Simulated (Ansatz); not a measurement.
**P in Ansatz: the effect of functional**

P:

```
P
1.0
     1.64774   -5.46504    0.00000
     1.64774    5.46504    0.00000
     0.00000    0.00000    4.54364
P
4
Cartesian
  1.6477 -4.4173 2.6754
  1.6477 4.4173 1.8683
  1.6477 -1.0477 0.4035
  1.6477 1.0477 4.1401
```

Alike in all runs:

* Program: Ansatz 0.2.0
* Task: projected density of states
* Potentials or basis: Ansatz PAW
* k mesh: 5 × 5 × 4
* Occupations: fermi-dirac, width 0.05 eV
* Spin: no spin polarisation

Q: One run gave: gap on the mesh 0.57 eV; largest force 0.09 eV/Å. Which functional did it use?
A. BLYP
B. PBE
C. r2SCAN
D. HSE06
E. PBE0

A: C.

| functional | cutoff | gap on the mesh (eV) | largest force (eV/Å) |
| --- | --- | --- | --- |
| PBE0 | 420 eV | 1.68 | 0.15 |
| LDA | 420 eV | 0.34 | 0.20 |
| PBE | 420 eV | 0.44 | 0.33 |
| PBEsol | 420 eV | 0.37 | 0.29 |
| RPBE | 420 eV | 0.49 | 0.35 |
| revPBE | 420 eV | 0.48 | 0.35 |
| BLYP | 420 eV | 0.52 | 0.46 |
| r2SCAN | 500 eV | 0.57 | 0.09 |
| HSE06 | 420 eV | 1.02 | 0.14 |
| r2SCAN0 | 500 eV | 1.75 | 0.17 |

Caveats: odd divisions of the mesh miss points on the zone boundary, where band edges often lie, so the gap on the mesh can be too wide; the density of states is complete only up to the lowest level of the last band computed; the PAW data sets come from PBE, with cores solved anew for the run's functional, which leaves a small shift of forces and pressure (some runs); the potentials were made for another functional, which shifts forces and pressure (some runs).

A k mesh can miss the band edges.

Not every run made on this cell is shown here.
